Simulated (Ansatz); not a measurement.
A series in volume scale on HfN

Results calculated with Ansatz 0.2.0, not measured. Periodic Kohn-Sham DFT of a crystal at fixed atoms, scaled to volume_scale times the given cell; pressure positive in compression, energy less spherical unpolarised free atoms, largest_vzz the field gradient of largest size among the nuclei.

The cell before it is scaled or strained (space group Fm-3m, No. 225):
```
cell vectors (Å)
   0.0000     2.2590     2.2590
   2.2590     0.0000     2.2590
   2.2590     2.2590     0.0000
atoms (fractions of the cell vectors)
Hf  0.00000  0.00000  0.00000
N   0.50000  0.50000  0.50000
```

Settings of every row: method all-electron LAPW; functional PBEsol; relativity scalar; k mesh 10x10x10; filling fermi-dirac; smearing width 0.01 eV; basis error target 0.5 meV/atom; nucleus gaussian.

Atom start moment: 0 on all atoms.

Limits: no spin-orbit coupling on heavy atoms.

| row | volume scale | V (Å³/atom) | pressure (GPa) | energy less free atoms (eV/atom) |
| --- | --- | --- | --- | --- |
| 1 | 0.94 | 10.836 | 16.214 | -10.0994 |
| 2 | 0.96 | 11.067 | 9.129 | -10.1176 |
| 3 | 0.98 | 11.297 | 2.761 | -10.1261 |
| 4 | 0.99 | 11.413 | -0.178 | -10.127 |
| 5 | 1 | 11.528 | -2.964 | -10.1258 |
| 6 | 1.01 | 11.643 | -5.606 | -10.1227 |
| 7 | 1.02 | 11.758 | -8.111 | -10.1178 |
| 8 | 1.04 | 11.989 | ? | ? |
| 9 | 1.06 | 12.22 | -16.893 | -10.0814 |

Question: what pressure and energy less free atoms should row 8 give?

Worked fit of pressure. Take u = (V_r/V)^(2/3) − 1 with V_r = 11.471 Å³ an atom, which is twice the finite (Eulerian) strain; such expansions in the strain, on which the Birch-Murnaghan equation of state is built, carry the rest volume and the bulk modulus. The shown rows have u = 0.0387, 0.02419, 0.01024, 0.00339, -0.0033, -0.00987, -0.01634, -0.04129. Least squares give pressure = −1.6074 + 416.694 × u + 1128.18 × u² GPa; a straight line predicts inner rows, each left out in turn, worse (root mean square 0.54 against 0.01 GPa). The rows lie off it by 0.006, -0.004, -0.017, 0.004, 0.006, 0.004, 0.004, -0.004 (root mean square 0.0074 GPa). The pressure vanishes at u = 0.0038, or V = 11.41 Å³ an atom, and there the bulk modulus at fixed shape and fractions is B = −V dP/dV = (2/3)(1 + u) dP/du = 285 GPa. The withheld row has u = -0.02902, so the fit gives −1.6074 + 416.694 × (-0.02902) + 1128.18 × (-0.02902)² = -12.750 GPa.

The calculation gave -12.737 GPa. The fit lies 0.013 GPa (0.039 % of the column's range) below it; its largest miss of a shown row is 0.017 GPa.

Worked fit of energy less free atoms. Take u = (V_r/V)^(2/3) − 1 with V_r = 11.471 Å³ an atom, which is twice the finite (Eulerian) strain; such expansions in the strain, on which the Birch-Murnaghan equation of state is built, carry the rest volume and the bulk modulus. The shown rows have u = 0.0387, 0.02419, 0.01024, 0.00339, -0.0033, -0.00987, -0.01634, -0.04129. Least squares give energy less free atoms = −10.12664 − 0.1754 × u + 22.516 × u² + 5.5 × u³ eV/atom; a parabola predicts inner rows, each left out in turn, worse (root mean square 9e-05 against 3.8e-05 eV/atom). All shown rows lie on it to the printed digit. Its lowest point lies at u = 0.0039, or V = 11.4 Å³ an atom, and the curvature there gives the bulk modulus at fixed shape and fractions, B = (4/9)(1 + u)² E″(u)/V = 284 GPa. The withheld row has u = -0.02902, so the fit gives −10.12664 − 0.1754 × (-0.02902) + 22.516 × (-0.02902)² + 5.5 × (-0.02902)³ = -10.1027 eV/atom.

The calculation gave -10.1027 eV/atom. The fit meets it to the printed digit.
